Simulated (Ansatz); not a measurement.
# NaI (rocksalt type): the cost of one run

Method: DFT PBE, scalar-relativistic, in Ansatz 0.2.0.

**1. The starting structure**

The structure is cubic, space group Fm-3m (No. 225). Conventional cell: a = 6.528 Å, b = 6.528 Å, c = 6.528 Å, α = 90.00°, β = 90.00°, γ = 90.00°. Around Na (site symmetry m-3m) lie 6 I at 3.26 Å. Around I (site symmetry m-3m) lie 6 Na at 3.26 Å.

Coordinates:

```cif
data_structure
_symmetry_space_group_name_H-M 'Fm-3m'
_symmetry_Int_Tables_number 225
_cell_length_a 6.5285
_cell_length_b 6.5285
_cell_length_c 6.5285
_cell_angle_alpha 90.000
_cell_angle_beta 90.000
_cell_angle_gamma 90.000
_cell_volume 278.25
loop_
_atom_site_label
_atom_site_type_symbol
_atom_site_symmetry_multiplicity
_atom_site_Wyckoff_symbol
_atom_site_fract_x
_atom_site_fract_y
_atom_site_fract_z
_atom_site_occupancy
Na1 Na 4 a 0.00000 0.00000 0.00000 1
I1 I 4 b 0.50000 0.00000 0.00000 1
```

The file gives the conventional cell by its symmetry; the runs use the cell typed in the input.

Atoms are numbered in the order of the input: Na1, I2.

**2. After the deformation**

Space group Fm-3m before, R-3m after.

**3. All-electron LAPW**

input.yaml

```yaml
crystal:
  lattice:
    - [-0.0326423896, 3.2479177601, 3.2479177601]
    - [3.2479177601, -0.0326423896, 3.2479177601]
    - [3.2479177601, 3.2479177601, -0.0326423896]
  atoms:
    - { symbol: Na, position: [0.0, 0.0, 0.0] }
    - { symbol: I, position: [0.5, 0.5, 0.5] }
kpoints:
  mp_grid: { grid: [11, 11, 11] }
scf:
  occupations: { method: fermi_dirac, width: 0.08 }
hamiltonian:
  xc: pbe
  pseudopotentials: { kind: all_electron, lapw: { basis_error: 0.0005 } }
output:
  forces: true
  stress: true
  eigenvalues: true
```

Started as:

```
ansatz run input.yaml --threads 1 --pin off --max-ram 2048MiB --backend cpu --events-out ev --progress --plain --runs-dir out
```

**Question.** How long does this run take on 1 thread of Arm Neoverse V2, shared host?

About 17 s.
